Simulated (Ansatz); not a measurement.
# ZrO2: the cost of one run

Computed with the Python package of Ansatz 0.2.0. Level of theory: DFT PBE+D4, plane waves, PAW.

### 1 Starting point

It takes space group P4_2/nmc (No. 137, tetragonal). The conventional cell has a = 3.596 Å, b = 3.596 Å, c = 5.177 Å, α = 90.00°, β = 90.00°, γ = 90.00°. Zr (site symmetry -4m2) has 8 O at 2.08 to 2.37 Å as nearest neighbours. Around O (site symmetry 2mm) lie 4 Zr at 2.08 to 2.37 Å.

The script holds or builds the structure itself.

### 2 The script

The input, vcrelax_zro2.py:

```python
'''Relax cell and ions of ZrO2.'''

from pathlib import Path

import ansatz as az
import numpy as np

FUNCTIONAL = 'PBE'
VDW = 'd4'
KGRID = (6, 6, 4)
OCCUPATIONS = 'Methfessel-Paxton'
SIGMA = 0.01

def edges_and_angles(cell):
    cell = np.asarray(cell)
    a, b, c = np.linalg.norm(cell, axis=1)
    cosines = cell[1] @ cell[2] / (b * c), cell[0] @ cell[2] / (a * c), cell[0] @ cell[1] / (a * b)
    return (a, b, c, *np.degrees(np.arccos(cosines)))

vectors = np.array([
    [3.5961, 0.0, 0.0],
    [0.0, 3.5961, 0.0],
    [0.0, 0.0, 5.177],
])
structure = (
    az.Lattice.of(vectors)
    .atom('Zr', [0.0, 0.0, 0.0])
    .atom('Zr', [0.5, 0.5, 0.5])
    .atom('O', [0.0, 0.5, 0.203])
    .atom('O', [0.0, 0.5, 0.703])
    .atom('O', [0.5, 0.0, 0.297])
    .atom('O', [0.5, 0.0, 0.797])
)

# only the volume may change
model = structure.calculation()
model = model.functional(FUNCTIONAL, dispersion=VDW)
model = model.kpoints(*KGRID)
model = model.occupations(OCCUPATIONS, width=SIGMA)
model = model.relax(fix_cell=['shape']).density()
model = model.potential()
model = model.electron_localization_function().output_files(volumetric_format='npy')
model = model.band_table()
steps = []


def follow(event):
    if event['event'] != 'relax_step':
        return
    row = event['data']
    steps.append(row)
    print(f'step {row["step"]:3d}  E = {row["lagrangian_ev"]:.5f} eV  largest force component = {row["allowed_force_max_ev_ang"]:.4f} eV/A  P = {row["pressure_gpa"]:.3f} GPa')


done = model.session().plan(threads=1).execute(on_event=follow)
data = done.report

first, last = steps[0], steps[-1]
symbols = [site.symbol for site in done.lattice.sites]
print(f'energy gained {first["lagrangian_ev"] - last["lagrangian_ev"]:.4f} eV in {len(steps) - 1} steps')
for label, vectors in (('before', first['cell_ang']), ('after', done.lattice.cell_ang)):
    print(label, 'a b c (A) {:.4f} {:.4f} {:.4f}  angles {:.2f} {:.2f} {:.2f}'.format(*edges_and_angles(vectors)), f' V = {abs(np.linalg.det(vectors)):.3f} A^3')
print('final stress xx yy zz (GPa, compression positive):', np.round(np.diag(data['stress_gpa']), 3) + 0.0)

print('atom   start x y z (A)              end x y z (A)')
for symbol, a, b in zip(symbols, first['positions_ang'], last['positions_ang']):
    print(f'{symbol:3s}', ' '.join(f'{v:8.4f}' for v in a), '  ', ' '.join(f'{v:8.4f}' for v in b))

print('relaxed fractional positions')
for site in done.lattice.sites:
    print(f'  {site.symbol:2s}', ' '.join(f'{v % 1:8.5f}' for v in np.round(site.position_frac, 5)))

for key in ('converged', 'n_iterations', 'n_electrons', 'n_kpoints', 'n_pw', 'n_symmetry_ops', 'free_energy_ev', 'fermi_energy_ev'):
    print(f'{key:18s} {data[key]}')

folder = Path(done.write_results('fields'))
print('densities in e/A^3, potentials in eV, ELF without unit')
for name in sorted(p.name for p in folder.glob('*.npy')):
    field = np.load(folder / name)
    print(f'{name:16s} {str(field.shape):16s} min {field.min():10.4f}  mean {field.mean():10.4f}  max {field.max():10.4f}')

edges = data.get('band_edges_ev')
if edges:
    print(f'band edges on the mesh: {edges[0]:.3f} and {edges[1]:.3f} eV, gap {edges[1] - edges[0]:.3f} eV')
else:
    print('no band edges reported (a metal, or a gap too narrow for this smearing); Fermi level', round(data['fermi_energy_ev'], 3), 'eV')
```

### 3 What the engine is handed

The engine receives this input:

```yaml
crystal:
  lattice:
    - [3.5961, 0.0, 0.0]
    - [0.0, 3.5961, 0.0]
    - [0.0, 0.0, 5.177]
  atoms:
    - { symbol: Zr, position: [0.0, 0.0, 0.0] }
    - { symbol: Zr, position: [0.5, 0.5, 0.5] }
    - { symbol: O, position: [0.0, 0.5, 0.203] }
    - { symbol: O, position: [0.0, 0.5, 0.703] }
    - { symbol: O, position: [0.5, 0.0, 0.297] }
    - { symbol: O, position: [0.5, 0.0, 0.797] }
kpoints:
  mp_grid:
    grid: [6, 6, 4]
hamiltonian:
  xc: pbe
  dispersion: d4
scf:
  occupations:
    method: methfessel_paxton
    width: 0.01
relax:
  cell:
    fix: [shape]
output:
  write_density: true
  write_potential: true
  volumetric_format: npy
  elf: true
  eigenvalues: true
```

### 4 Running it

Launch:

```console
> python vcrelax_zro2.py
```

**Question.** How long does this script take on 1 thread of Arm Neoverse V2, shared host, and how much memory does it need?

About 29 s, with a peak of 0.43 GiB.
